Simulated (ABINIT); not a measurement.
Crystal: Nb.

```
CELL_PARAMETERS angstrom
-1.66395 1.66395 1.66395
1.66395 -1.66395 1.66395
1.66395 1.66395 -1.66395
ATOMIC_POSITIONS crystal
Nb 0.00000 0.00000 0.00000
```

Base run:

| Property | Result |
| --- | --- |
| Program | ABINIT 10.8.3 (patched build) |
| Functional | WC |
| Potentials or basis | JTH PAW PBE v2.0 |
| Cutoff | 517 eV |
| k mesh | 11 × 11 × 11 |
| Occupations | fermi-dirac, width 0.05 eV |
| Spin | no spin polarisation |

Its results: band gap on the k mesh none (metal or under the smearing width); pressure -7.2 GPa.

**Question.** The run is repeated on the same cell with these changes: functional from WC to PW91. What comes out?

**Answer.** Band gap on the k mesh none (metal or under the smearing width); pressure -2.5 GPa.

PW91 binds less tightly than WC, so the same cell stands under more pressure.

Caveats: the PAW data sets were made with another functional, which shifts forces and pressure a little.
